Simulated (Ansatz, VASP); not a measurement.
## I in VASP and in Ansatz

INCAR

```
SYSTEM = I
PREC = Accurate
ENCUT = 520
EDIFF = 1E-6
ISMEAR = -1
SIGMA = 0.05
LREAL = .False.
LASPH = .True.
NELM = 60
ALGO = Normal
ISIF = 2
LWAVE = .False.
LCHARG = .False.
GGA = CA
NBANDS = 10
```

Contents of KPOINTS:

```
Automatic mesh
0
Gamma
  14 14 14
  0 0 0
```

The input POSCAR:

```
I
1.0
    0.0000000000      1.8359526278      1.8359526278
    1.8359526278      0.0000000000      1.8359526278
    1.8359526278      1.8359526278      0.0000000000
I
1
Direct
    0.0000000000      0.0000000000      0.0000000000
```

Input for Ansatz:

```yaml
crystal:
  lattice:
    - [0.0, 1.8359526278, 1.8359526278]
    - [1.8359526278, 0.0, 1.8359526278]
    - [1.8359526278, 1.8359526278, 0.0]
  atoms:
    - { symbol: I, position: [0.0, 0.0, 0.0] }
kpoints:
  mp_grid: { grid: [14, 14, 14] }
  band_path:
    path:
      - [0.0, 0.0, 0.0]
      - [0.5, 0.0, 0.5]
      - [0.625, 0.25, 0.625]
      - [0.375, 0.375, 0.75]
      - [0.0, 0.0, 0.0]
      - [0.5, 0.5, 0.5]
      - [0.5, 0.25, 0.75]
      - [0.5, 0.0, 0.5]
    npoints: 8
scf:
  occupations: { method: fermi_dirac, width: 0.05 }
hamiltonian:
  xc: lda
  pseudopotentials: { kind: all_electron, lapw: { basis_error: 0.001 } }
output:
  forces: true
  stress: true
  eigenvalues: true
  populations: true
  dos: { projected: true, de: 0.2, e_range: [-14, 8] }
```

Change from the starting cell: volume scaled by 0.4, LAPW.

Alike in both runs: task single point; functional LDA; k mesh 14 × 14 × 14; occupations fermi-dirac, width 0.05 eV; no spin polarisation.

|  | VASP | Ansatz |
| --- | --- | --- |
| version | VASP 6.6.1 | Ansatz 0.2.0 |
| potentials or method | VASP PAW LDA potentials, release 64 (I) | all-electron LAPW, scalar-relativistic |
| plane-wave cutoff (eV) | 520 | see its input |

VASP gave:

| Item | Value |
| --- | --- |
| pressure (GPa) | 315.4 |

Estimate Ansatz's values.

pressure (GPa): 314.9.

Ansatz ran all-electron here, so the differences hold the error of VASP's frozen core and of both bases.

Caveats: the cell as given lies far from equilibrium; so large a pressure means that the cell lies far from this level's equilibrium, or that cutoff or potentials fall short (VASP); an odd number of electrons without spin polarisation forces a metal; a magnetic or distorted state may lie lower. The runs have no spin-orbit coupling, so splittings on I are missing.
